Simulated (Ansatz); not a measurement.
# CoSi2: the cost of one run

Method: DFT PBE, scalar-relativistic, plane waves, PAW, in Ansatz 0.2.0.

3 further runs of the same task are left out: 3 set aside as unsound or not needed. Runs told in other sessions of the task aren't counted.

### 1 The starting structure

It takes space group Fm-3m (No. 225, cubic). Conventional cell: a = 5.360 Å, b = 5.360 Å, c = 5.360 Å, α = 90.00°, β = 90.00°, γ = 90.00°. Co (site symmetry m-3m) has 8 Si at 2.32 Å in its first shell of neighbours. Around Si (site symmetry -43m) lie 4 Co at 2.32 Å.

Structure file:

```cif
data_structure
_symmetry_space_group_name_H-M 'Fm-3m'
_symmetry_Int_Tables_number 225
_cell_length_a 5.3599
_cell_length_b 5.3599
_cell_length_c 5.3599
_cell_angle_alpha 90.000
_cell_angle_beta 90.000
_cell_angle_gamma 90.000
_cell_volume 153.98
loop_
_atom_site_label
_atom_site_type_symbol
_atom_site_symmetry_multiplicity
_atom_site_Wyckoff_symbol
_atom_site_fract_x
_atom_site_fract_y
_atom_site_fract_z
_atom_site_occupancy
Co1 Co 4 a 0.00000 0.00000 0.00000 1
Si1 Si 8 c 0.75000 0.75000 0.25000 1
```

It is built from the cell relaxed beforehand with the same method (12.83 Å³/atom).

### 2 The reference cell

The cell is repeated 4 times, 12 atoms in all. Reference values: F = -25596.7257 eV; pressure 0.01 GPa; largest force 0.000 eV/Å; gap on the mesh none (metal). It was computed beforehand with the settings of the runs below.

### 3 Next: a stacking-fault curve

The cut lies on the cell's a–b face, a (0 0 1) plane of area 14.36 Å², between layers 1.34 Å apart (Co below, Si above); the cell is 10.7 Å thick. Vector c is tilted by f times 1·a − 1·b (length 5.360 Å) with the atoms' Cartesian places fixed: one unrelaxed fault per cell.

### 4 f = 0.167

Input file input.yaml:

```yaml
crystal:
  lattice:
    - [-2.6799390577, -2.6799390577, 0.0]
    - [2.6799390577, -2.6799390577, 0.0]
    - [-0.8934916818, 0.0, 10.7197562308]
  atoms:
    - { symbol: Co, position: [0.46874375, 0.53125625, 0.1875] }
    - { symbol: Co, position: [-0.07293125, 0.07293125, 0.4375] }
    - { symbol: Co, position: [0.38539375, 0.61460625, 0.6875] }
    - { symbol: Co, position: [-0.15628125, 0.15628125, 0.9375] }
    - { symbol: Si, position: [0.48958125, 0.01041875, 0.0625] }
    - { symbol: Si, position: [-0.05209375, 0.55209375, 0.3125] }
    - { symbol: Si, position: [0.40623125, 0.09376875, 0.5625] }
    - { symbol: Si, position: [-0.13544375, 0.63544375, 0.8125] }
    - { symbol: Si, position: [0.44790625, 0.05209375, 0.3125] }
    - { symbol: Si, position: [-0.09376875, 0.59376875, 0.5625] }
    - { symbol: Si, position: [0.36455625, 0.13544375, 0.8125] }
    - { symbol: Si, position: [-0.01041875, 0.51041875, 0.0625] }
basis:
  ecutwfc: 420
kpoints:
  mp_grid: { grid: [12, 12, 5] }
hamiltonian:
  xc: pbe
scf:
  occupations: { method: gaussian, width: 0.15 }
output:
  forces: true
  stress: true
  eigenvalues: true
```

Launch:

```
$ ansatz run input.yaml --threads 2 --pin off --max-ram 5120MiB --backend cpu --events-out ev --progress --plain --runs-dir out
```

What time and memory should one allow on 2 threads of AMD EPYC 7R43 (Zen 3), shared host?

About 96 s, with a peak of 1.5 GiB.
